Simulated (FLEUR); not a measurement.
# Os (P6_3/mmc) in FLEUR: further runs

Runs on Os. Level: LDA (Perdew-Zunger). Tasks: band structure, equation of state.

All numbers are computed with FLEUR MaX-R8.1 (later development tree); they aren't measurements. Logs are shortened: lines on timing, memory, paths and dates and some standing lists are left out, and cuts for length are marked.

### 1 The structure

Symmetry: P6_3/mmc, No. 194, hexagonal system. Conventional cell: a = 2.734 Å, b = 2.734 Å, c = 4.320 Å, α = 90.00°, β = 90.00°, γ = 120.00°. Around Os (site symmetry -6m2) lie 12 Os at 2.68 to 2.73 Å.

### 2 Band structure, LDA (Perdew-Zunger)

The input, inp.xml:

```xml
<?xml version="1.0" encoding="UTF-8" standalone="no"?>
<fleurInput fleurInputVersion="0.39">
   <comment>
      Os                                                                                                  
   </comment>
   <calculationSetup>
      <cutoffs Kmax="4.19" Gmax="13.0" GmaxXC="13.0" numbands="0"/>
      <scfLoop itmax="60" minDistance="0.00001" maxIterBroyd="15" imix="Anderson" alpha="0.05" precondParam="0.0" spinf="2.0" sdNocoIR="T"/>
      <coreElectrons ctail="T" frcor="F" kcrel="0" coretail_lmax="0"/>
      <xcFunctional name="pz" relativisticCorrections="F"/>
      <magnetism jspins="1"/>
      <soc l_soc="F" theta="0.0" phi="0.0" spav="F"/>
      <expertModes spex="0" secvar="F"/>
      <geometryOptimization l_f="F" forcealpha="1.0" forcemix="BFGS" epsdisp="0.00001" epsforce="0.00001"/>
      <ldaU l_linMix="F" mixParam="0.05" spinf="1.0"/>
   </calculationSetup>
   <cell>
      <bzIntegration valenceElectrons="60.0" mode="hist" fermiSmearingEnergy="0.00183747">
         <kPointListSelection listName="default-1"/>
         <!-- k-points included here -->
         <xi:include xmlns:xi="http://www.w3.org/2001/XInclude" href="kpts.xml"> </xi:include>
      </bzIntegration>
      <!-- symmetry operations included here -->
      <xi:include xmlns:xi="http://www.w3.org/2001/XInclude" href="sym.xml"> </xi:include>
      <bulkLattice scale="1.0">
         <bravaisMatrix>
            <row-1>    5.1667001972688604     0.0000000000000000     0.0000000000000000</row-1>
            <row-2>   -2.5833500986344302     4.4744936245974056     0.0000000000000000</row-2>
            <row-3>    0.0000000000000000     0.0000000000000000     8.1630499404346200</row-3>
         </bravaisMatrix>
      </bulkLattice>
   </cell>
   <atomSpecies>
      <species name="Osmium (Os)" element="Os" atomicNumber="76">
         <mtSphere radius="2.34" gridPoints="773" logIncrement="0.017"/>
         <atomicCutoffs lmax="9" lnonsphr="7"/>
         <electronConfig flipSpins="F">
            <coreConfig>(1s1/2) (2s1/2) (2p1/2) (2p3/2) (3s1/2) (3p1/2) (3p3/2) (4s1/2) (3d3/2) (3d5/2) (4p1/2) (4p3/2) (4d3/2) (4d5/2)</coreConfig>
            <valenceConfig>(5s1/2) (5p1/2) (5p3/2) (6s1/2) (4f5/2) (4f7/2) (5d3/2) (5d5/2)</valenceConfig>
            <stateOccupation state="(5d3/2)" spinUp="1.200000" spinDown="1.200000"/>
            <stateOccupation state="(5d5/2)" spinUp="1.800000" spinDown="1.800000"/>
         </electronConfig>
         <energyParameters s="6" p="6" d="5" f="5"/>
         <lo type="SCLO" l="0" n="5" eDeriv="0"/>
         <lo type="SCLO" l="1" n="5" eDeriv="0"/>
         <lo type="SCLO" l="1" n="5" eDeriv="1"/>
         <lo type="SCLO" l="3" n="4" eDeriv="0"/>
         <lo type="SCLO" l="3" n="4" eDeriv="1"/>
         <lo type="SCLO" l="2" n="5" eDeriv="2"/>
      </species>
   </atomSpecies>
   <atomGroups>
      <atomGroup species="Osmium (Os)">
         <relPos label="                   1">-1.000/3.000 1.000/3.000 -1.000/4.000</relPos>
         <relPos label="                   2">1.000/3.000 -1.000/3.000 1.000/4.000</relPos>
         <force calculate="T" relaxXYZ="TTT"/>
      </atomGroup>
   </atomGroups>
   <output dos="F" band="F" slice="F">
      <checks vchk="F" cdinf="F"/>
      <bandDOS minEnergy="-.5*Htr" maxEnergy="0.5*Htr" sigma="0.015" storeEVData="T"/>
      <vacuumDOS vacdos="F" integ="F" star="F" nstars="0" locx1="0.0" locy1="0.0" locx2="0.0" locy2="0.0" nstm="0" tworkf="0.0"/>
      <unfoldingBand unfoldBand="F" supercellX="1" supercellY="1" supercellZ="1"/>
      <plotting iplot="0" polar="F">
         <plot TwoD="T" vec1="  1.0  0.0  0.0" vec2="  0.0  1.0  0.0" vec3="  0.0  0.0  1.0" zero="  0.0  0.0  0.0" file="plot"/>
      </plotting>
      <chargeDensitySlicing numkpt="0" minEigenval="0.0" maxEigenval="0.0" nnne="0" pallst="F"/>
      <specialOutput eonly="F"/>
      <moessbauerParams electricFieldGradient="T" isomerShift="T" coreHyperfine="T" valenceHyperfine="T"/>
      <magneticCircularDichroism mcd="F" energyLo="-10.0" energyUp="0.0"/>
   </output>
  <!-- We include the file relax.xml here to enable relaxations (see documentation) -->
  <xi:include xmlns:xi="http://www.w3.org/2001/XInclude" href="relax.xml"> <xi:fallback/> </xi:include>
</fleurInput>
```

The input, crystal.txt:

```
Os
&input cartesian=F /
2.7341000000  0.0000000000  0.0000000000
-1.3670500000  2.3678000565  0.0000000000
0.0000000000  0.0000000000  4.3197000000
1.8897261246
1.0 1.0 1.0

2
76 0.6666666667  0.3333333333  0.7500000000
76 0.3333333333  0.6666666667  0.2500000000

&kpt div1=11 div2=11 div3=6 gamma=T /
```

The input, inp.xml (bands):

```
<?xml version="1.0" encoding="UTF-8" standalone="no"?>
<fleurInput fleurInputVersion="0.39">
   <comment>
      Os                                                                                                  
   </comment>
   <calculationSetup>
      <cutoffs Kmax="4.19" Gmax="13.0" GmaxXC="13.0" numbands="0"/>
      <scfLoop itmax="60" minDistance="0.00001" maxIterBroyd="15" imix="Anderson" alpha="0.05" precondParam="0.0" spinf="2.0" sdNocoIR="T"/>
      <coreElectrons ctail="T" frcor="F" kcrel="0" coretail_lmax="0"/>
      <xcFunctional name="pz" relativisticCorrections="F"/>
      <magnetism jspins="1"/>
      <soc l_soc="F" theta="0.0" phi="0.0" spav="F"/>
      <expertModes spex="0" secvar="F"/>
      <geometryOptimization l_f="F" forcealpha="1.0" forcemix="BFGS" epsdisp="0.00001" epsforce="0.00001"/>
      <ldaU l_linMix="F" mixParam="0.05" spinf="1.0"/>
   </calculationSetup>
   <cell>
      <bzIntegration valenceElectrons="60.0" mode="hist" fermiSmearingEnergy="0.00183747">
         <kPointListSelection listName="path-1"/>
         <!-- k-points included here -->
         <xi:include xmlns:xi="http://www.w3.org/2001/XInclude" href="kpts.xml"> </xi:include>
      </bzIntegration>
      <!-- symmetry operations included here -->
      <xi:include xmlns:xi="http://www.w3.org/2001/XInclude" href="sym.xml"> </xi:include>
      <bulkLattice scale="1.0">
         <bravaisMatrix>
            <row-1>    5.1667001972688604     0.0000000000000000     0.0000000000000000</row-1>
            <row-2>   -2.5833500986344302     4.4744936245974056     0.0000000000000000</row-2>
            <row-3>    0.0000000000000000     0.0000000000000000     8.1630499404346200</row-3>
         </bravaisMatrix>
      </bulkLattice>
   </cell>
   <atomSpecies>
      <species name="Osmium (Os)" element="Os" atomicNumber="76">
         <mtSphere radius="2.34" gridPoints="773" logIncrement="0.017"/>
         <atomicCutoffs lmax="9" lnonsphr="7"/>
         <electronConfig flipSpins="F">
            <coreConfig>(1s1/2) (2s1/2) (2p1/2) (2p3/2) (3s1/2) (3p1/2) (3p3/2) (4s1/2) (3d3/2) (3d5/2) (4p1/2) (4p3/2) (4d3/2) (4d5/2)</coreConfig>
            <valenceConfig>(5s1/2) (5p1/2) (5p3/2) (6s1/2) (4f5/2) (4f7/2) (5d3/2) (5d5/2)</valenceConfig>
            <stateOccupation state="(5d3/2)" spinUp="1.200000" spinDown="1.200000"/>
            <stateOccupation state="(5d5/2)" spinUp="1.800000" spinDown="1.800000"/>
         </electronConfig>
         <energyParameters s="6" p="6" d="5" f="5"/>
         <lo type="SCLO" l="0" n="5" eDeriv="0"/>
         <lo type="SCLO" l="1" n="5" eDeriv="0"/>
         <lo type="SCLO" l="1" n="5" eDeriv="1"/>
         <lo type="SCLO" l="3" n="4" eDeriv="0"/>
         <lo type="SCLO" l="3" n="4" eDeriv="1"/>
         <lo type="SCLO" l="2" n="5" eDeriv="2"/>
      </species>
   </atomSpecies>
   <atomGroups>
      <atomGroup species="Osmium (Os)">
         <relPos label="                   1">-1.000/3.000 1.000/3.000 -1.000/4.000</relPos>
         <relPos label="                   2">1.000/3.000 -1.000/3.000 1.000/4.000</relPos>
         <force calculate="T" relaxXYZ="TTT"/>
      </atomGroup>
   </atomGroups>
   <output dos="F" band="T" slice="F">
      <checks vchk="F" cdinf="F"/>
      <bandDOS minEnergy="-.5*Htr" maxEnergy="0.5*Htr" sigma="0.015" storeEVData="T"/>
      <vacuumDOS vacdos="F" integ="F" star="F" nstars="0" locx1="0.0" locy1="0.0" locx2="0.0" locy2="0.0" nstm="0" tworkf="0.0"/>
      <unfoldingBand unfoldBand="F" supercellX="1" supercellY="1" supercellZ="1"/>
      <plotting iplot="0" polar="F">
         <plot TwoD="T" vec1="  1.0  0.0  0.0" vec2="  0.0  1.0  0.0" vec3="  0.0  0.0  1.0" zero="  0.0  0.0  0.0" file="plot"/>
      </plotting>
      <chargeDensitySlicing numkpt="0" minEigenval="0.0" maxEigenval="0.0" nnne="0" pallst="F"/>
      <specialOutput eonly="F"/>
      <moessbauerParams electricFieldGradient="T" isomerShift="T" coreHyperfine="T" valenceHyperfine="T"/>
      <magneticCircularDichroism mcd="F" energyLo="-10.0" energyUp="0.0"/>
   </output>
  <!-- We include the file relax.xml here to enable relaxations (see documentation) -->
  <xi:include xmlns:xi="http://www.w3.org/2001/XInclude" href="relax.xml"> <xi:fallback/> </xi:include>
</fleurInput>
```

Potentials or basis: all-electron, FLAPW.

On the command line:

```bash
$ inpgen -f crystal.txt -profile fastHighL
$ # inp.xml edited to the form shown
$ fleur_MPI
$ fleur_MPI   # second run, on inp.xml (bands)
```

What it wrote:

```text
Welcome to FLEUR        (www.flapw.de)
      MaX-Release 8.1          (www.max-centre.eu)

 ========== k-point set info ==========
 Selected k-point list: default-1
 k-point list type: mesh
 11 x 11 x 6
 Number of k points: 64

 ------------Calculation Setup---------------------------
 Number of MPI-tasks      :            1
 Number of PE/node        :            1
 Number of OMP-threads    :            1
 Most efficient MPI parallelization for:
           1           2           4           8          16          32          64
 Additional eigenvalue parallelization possible
 Number of basis functions:          332
 Approximate size of matrices (H+S) per k-point:         0.002 GB
 --------------------------------------------------------
 Iteration:     1   Distance:      15.95666388 me/bohr^3
 Iteration:     2   Distance:      14.49689048 me/bohr^3
 Iteration:     3   Distance:       6.23547112 me/bohr^3
 Iteration:     4   Distance:       1.60446263 me/bohr^3
 Iteration:     5   Distance:       1.47100269 me/bohr^3
 Iteration:     6   Distance:       0.13453648 me/bohr^3
 Iteration:     7   Distance:       0.12590839 me/bohr^3
 Iteration:     8   Distance:       0.01419970 me/bohr^3
 Iteration:     9   Distance:       0.00495491 me/bohr^3
 Iteration:    10   Distance:       0.00260066 me/bohr^3
 Iteration:    11   Distance:       0.00050734 me/bohr^3
 Iteration:    12   Distance:       0.00003143 me/bohr^3
 Iteration:    13   Distance:       0.00002312 me/bohr^3
 Iteration:    14   Distance:       0.00000197 me/bohr^3

 ********************************************************************
 Run finished successfully
 Stop message:
   all done
 ********************************************************************
```

output (bands):

```text
Welcome to FLEUR        (www.flapw.de)
      MaX-Release 8.1          (www.max-centre.eu)

 ========== k-point set info ==========
 Selected k-point list: path-1
 k-point list type: path
 Number of k points: 60

 ------------Calculation Setup---------------------------
 Number of MPI-tasks      :            1
 Number of PE/node        :            1
 Number of OMP-threads    :            1
 Most efficient MPI parallelization for:
           1           2           3           4           5           6          10          12          15          20          30          60
 Additional eigenvalue parallelization possible
 Number of basis functions:          332
 Approximate size of matrices (H+S) per k-point:         0.002 GB
 --------------------------------------------------------
 Fermi energy correction for metals:
 Fermi energy in bands.* files may not be consistent with last density.
 Please correct it manually (e.g. in band.gnu file).

 Note: Band structure data (together with different weights) is also stored in the banddos.hdf file.
       A convenient way of extracting and plotting the data from that file is by making use of the

 ********************************************************************
 Run finished successfully
 Stop message:
   Charge density postprocessing done.
 ********************************************************************
```

out.xml (last iteration):

```text
<iteration numberForCurrentRun="   14" overallNumber="   14">
         <energyParameters units="Htr">
            <atomicEP atomType="1" spin="1" branch="6s" branchLowest="-2.46" branchHighest="2.46" value="0.4102462731"/>
            <atomicEP atomType="1" spin="1" branch="6p" branchLowest="-0.91" branchHighest="3.52" value="0.5531499168"/>
            <atomicEP atomType="1" spin="1" branch="5d" branchLowest="-9.11" branchHighest="1.04" value="0.5572815287"/>
            <atomicEP atomType="1" spin="1" branch="5f" branchLowest="-1.03" branchHighest="3.16" value="0.8285606322"/>
            <loAtomicEP atomType="1" spin="1" branch="5s" branchLowest="-22.25" branchHighest="-2.46" value="-2.4833041435"/>
            <loAtomicEP atomType="1" spin="1" branch="5p" branchLowest="-16.38" branchHighest="-0.91" value="-1.0215749665"/>
            <loAtomicEP atomType="1" spin="1" branch="5p" branchLowest="-16.38" branchHighest="-0.91" value="-1.0215749665"/>
            <loAtomicEP atomType="1" spin="1" branch="4f" branchLowest="-9.99" branchHighest="-1.03" value="-1.0270224185"/>
            <loAtomicEP atomType="1" spin="1" branch="4f" branchLowest="-9.99" branchHighest="-1.03" value="-1.0270224185"/>
            <loAtomicEP atomType="1" spin="1" branch="5d" branchLowest="-9.11" branchHighest="1.04" value="0.5497957007"/>
         </energyParameters>
         <eigenvalues>
            <eigenvaluesAt spin="1" ikpt="1" k_x="0.00000000" k_y="0.00000000" k_z="0.00000000">
                      -2.4869740387       -2.4827003789       -1.0369600070       -1.0366045102       -1.0366045102
                      -1.0365042906       -1.0364046684       -1.0363657156       -1.0361395872       -1.0361395872
                      -1.0361127949       -1.0361127949       -1.0360877093       -1.0360877093       -1.0357604189
                      -1.0357222470       -1.0140781041       -0.9790884605       -0.9790884605       -0.9725481249
                      -0.9725481249       -0.9707662742        0.2950627673        0.4104807068        0.5847842038
                       0.5847842038        0.5939550684        0.6158359612        0.6158359612        0.6398401714
                       0.6398401714        0.7006194286        0.7598296099        0.7598296099        1.0276508069
                       1.1889754191        1.2773416409        1.3242857327        1.4955365851        1.4955365851
                       1.5032023905        1.5032023905        1.5474195197        1.6662517645        1.6662517645
                       1.7739059897
            </eigenvaluesAt>
            <eigenvaluesAt spin="1" ikpt="2" k_x="0.00000000" k_y="0.00000000" k_z="0.16666667">
                      -2.4866902967       -2.4829892355       -1.0369310267       -1.0366093328       -1.0366093328
[... 68 lines left out ...]
               <shell n="2" l="0" isomerShift="217235.59511"/>
               <shell n="2" l="1" isomerShift="14178.23824"/>
               <shell n="3" l="0" isomerShift="49184.09632"/>
               <shell n="3" l="1" isomerShift="3593.33134"/>
               <shell n="4" l="0" isomerShift="12345.01420"/>
               <shell n="3" l="2" isomerShift="0.00144"/>
               <shell n="4" l="1" isomerShift="884.45635"/>
               <shell n="4" l="2" isomerShift="0.00037"/>
            </coreIsomerShift>
            <isomerShift atomType="1" nucleusRadius="0.0001359" averageDensity="1789777.61731"/>
            <electricFieldGradient atomType="1" VXX="0.30844" VYY="0.30844" VZZ="-0.61688" asymParam="0.00000">
            </electricFieldGradient>
         </moessbauerParams>
         <totalEnergy                                    value="   -34544.3067030452" units="Htr">
            <sumOfEigenvalues                            value="   -21139.8638500532">
               <coreElectrons value="-21097.8253578138"/>
               <valenceElectrons value="-42.0384922394"/>
            </sumOfEigenvalues>
            <densityCoulombPotentialIntegral value="-59469.3230717170"/>
            <densityEffectivePotentialIntegral value="-60348.8851776537"/>
            <chargeDenXCDenIntegral value="-662.5781737554"/>
            <FockExchangeEnergyValence value="0.0000000000"/>
            <FockExchangeEnergyCore value="0.0000000000"/>
            <atomTypeDependentContributions atomType="1">
               <electronNucleiInteractionDifferentMTs value="43241.0512260697"/>
               <MadelungTerm value="-115.0370949621"/>
            </atomTypeDependentContributions>
            <tkbTimesEntropy value="0.0004847094"/>
            <freeEnergy value="-34544.3071877546"/>
            <extrapolationTo0K value="-34544.3069453999"/>
         </totalEnergy>
         <densityConvergence units="me/bohr^3">
            <chargeDensity spin="1" distance="0.0000019713"/>
         </densityConvergence>
      </iteration>
```

Wall time 32 s (1 thread of Arm Neoverse V1, shared host); peak memory 0.05 GiB.

What came out:

```yaml
Free_energy: -939998.4855 eV
Band_gap_along_the_path: none (metal or under the smearing width)
Valence_electrons_inside_the_program's_atomic_spheres: Os 27.80 (radii Os 2.34 bohr)
```

Levels at the corners of the path, in eV from the Fermi level:
```csv
point,band 27,band 28,band 29,band 30,band 31,band 32,band 33,band 34
Γ,-2.77,-2.17,-2.17,-1.52,-1.52,0.14,1.75,1.75
M,-2.82,-2.51,-1.83,2.11,2.68,2.80,4.51,5.78
K,-3.38,-3.38,-1.28,1.54,1.54,2.14,5.30,5.30
Γ,-2.77,-2.17,-2.17,-1.52,-1.52,0.14,1.75,1.75
A,-3.21,-3.21,-3.21,-3.21,0.96,0.96,0.96,0.96
L,-1.16,-1.16,-0.08,-0.08,2.45,2.45,3.39,3.39
H,-3.36,-3.36,-1.32,-1.32,1.68,1.68,8.44,8.44
A,-3.21,-3.21,-3.21,-3.21,0.96,0.96,0.96,0.96
L,-1.16,-1.16,-0.08,-0.08,2.45,2.45,3.39,3.39
M,-2.82,-2.51,-1.83,2.11,2.68,2.80,4.51,5.78
K,-3.38,-3.38,-1.28,1.54,1.54,2.14,5.30,5.30
H,-3.36,-3.36,-1.32,-1.32,1.68,1.68,8.44,8.44
```

Core levels (eV from the Fermi level):
| atom | levels |
| --- | --- |
| 1 Os | 1s1/2 -73705.1, 2s1/2 -12824.7, 2p1/2 -12280.9, 2p3/2 -10751.2, 3s1/2 -2980.1, 3p1/2 -2736.7, 3p3/2 -2403.1, 4s1/2 -624.3, 3d3/2 -1994.4, 3d5/2 -1922.1, 4p1/2 -522.2, 4p3/2 -443.6, 4d3/2 -275.9, 4d5/2 -261.3 |
| 2 Os | 1s1/2 -73705.1, 2s1/2 -12824.7, 2p1/2 -12280.9, 2p3/2 -10751.2, 3s1/2 -2980.1, 3p1/2 -2736.7, 3p3/2 -2403.1, 4s1/2 -624.3, 3d3/2 -1994.4, 3d5/2 -1922.1, 4p1/2 -522.2, 4p3/2 -443.6, 4d3/2 -275.9, 4d5/2 -261.3 |

Caveat: spin-orbit coupling is left out, which moves the levels of the heavy elements.

### 3 Equation of state, LDA (Perdew-Zunger), 13.14 Å³/atom (volume scaled by 0.94)

inp.xml: that of step 2 with these lines changed.

```diff
@@ -6,3 +6,3 @@
    <calculationSetup>
-      <cutoffs Kmax="4.19" Gmax="13.0" GmaxXC="13.0" numbands="0"/>
+      <cutoffs Kmax="4.32" Gmax="13.4" GmaxXC="13.4" numbands="0"/>
       <scfLoop itmax="60" minDistance="0.00001" maxIterBroyd="15" imix="Anderson" alpha="0.05" precondParam="0.0" spinf="2.0" sdNocoIR="T"/>
@@ -24,3 +24,3 @@
       <xi:include xmlns:xi="http://www.w3.org/2001/XInclude" href="sym.xml"> </xi:include>
-      <bulkLattice scale="1.0">
+      <bulkLattice scale="0.9795861087">
          <bravaisMatrix>
@@ -34,3 +34,3 @@
       <species name="Osmium (Os)" element="Os" atomicNumber="76">
-         <mtSphere radius="2.34" gridPoints="773" logIncrement="0.017"/>
+         <mtSphere radius="2.27" gridPoints="773" logIncrement="0.017"/>
          <atomicCutoffs lmax="9" lnonsphr="7"/>
```

Potentials or basis: all-electron, FLAPW.

On the command line:

```bash
$ inpgen -f crystal.txt -profile fastHighL
$ # inp.xml edited to the form shown
$ fleur_MPI
```

It took 31 s on 1 thread of Arm Neoverse V1, shared host; peak memory 0.08 GiB.

Results (log left out):

* Free energy: -939998.4221 eV
* Band gap on the k mesh: none (metal or under the smearing width)
* Valence electrons inside the program's atomic spheres: Os 27.62 (radii Os 2.27 bohr)

### 4 Equation of state, LDA (Perdew-Zunger), 13.42 Å³/atom (volume scaled by 0.96)

inp.xml: that of step 3 with these lines changed.

```diff
@@ -24,3 +24,3 @@
       <xi:include xmlns:xi="http://www.w3.org/2001/XInclude" href="sym.xml"> </xi:include>
-      <bulkLattice scale="0.9795861087">
+      <bulkLattice scale="0.9864848297">
          <bravaisMatrix>
```

On the command line:

```bash
$ inpgen -f crystal.txt -profile fastHighL
$ # inp.xml edited to the form shown
$ fleur_MPI
```

It took 31 s on 1 thread of Arm Neoverse V1, shared host; peak memory 0.09 GiB.

The run converged. Its results:

```yaml
Free_energy: -939998.4768 eV
Band_gap_on_the_k_mesh: none (metal or under the smearing width)
Valence_electrons_inside_the_program's_atomic_spheres: Os 27.57 (radii Os 2.27 bohr)
```

[end of part 1 of 2]
